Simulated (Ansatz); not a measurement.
Pd:

```
CELL_PARAMETERS angstrom
0.00000 1.94650 1.94650
1.94650 0.00000 1.94650
1.94650 1.94650 0.00000
ATOMIC_POSITIONS crystal
Pd 0.00000 0.00000 0.00000
```

Program: Ansatz 0.2.0. Alike in all runs: potentials or basis all-electron LAPW, scalar-relativistic; cell as given.

**Question.** Order these runs on this cell by their pressure, lowest first.
A. level PBEsol; spin off; k mesh 12 × 12 × 12; cutoff (eV) 266; smearing fermi-dirac 0.05 eV; basis error allowed 0.001 eV/atom; mesh quality not flagged
B. level PBE; spin off; k mesh 12 × 12 × 12; cutoff (eV) 266; smearing gaussian 0.012 eV; basis error allowed 0.001 eV/atom; mesh quality not flagged
C. level PBE; spin off; k mesh 5 × 5 × 5; cutoff (eV) 247; smearing fermi-dirac 0.03 eV; basis error allowed 0.002 eV/atom; mesh quality coarse
D. level LDA; spin non-collinear, ferromagnetic start; k mesh 9 × 9 × 9; cutoff (eV) 266; smearing gaussian 0.01 eV; basis error allowed 0.001 eV/atom; mesh quality coarse
E. level BLYP; spin off; k mesh 12 × 12 × 12; cutoff (eV) 266; smearing fermi-dirac 0.05 eV; basis error allowed 0.001 eV/atom; mesh quality not flagged

**Answer.** D (-9.0 GPa), A (-3.0 GPa), B (6.8 GPa), C (9.5 GPa), E (18.1 GPa).

Caveats: some runs use coarse meshes; the k mesh is thin for a metal, which can move the energy by tens of meV per atom (some runs); the starting moments weren't kept (some runs); so large a pressure means that the cell lies far from this level's equilibrium, or that cutoff or potentials fall short (some runs).
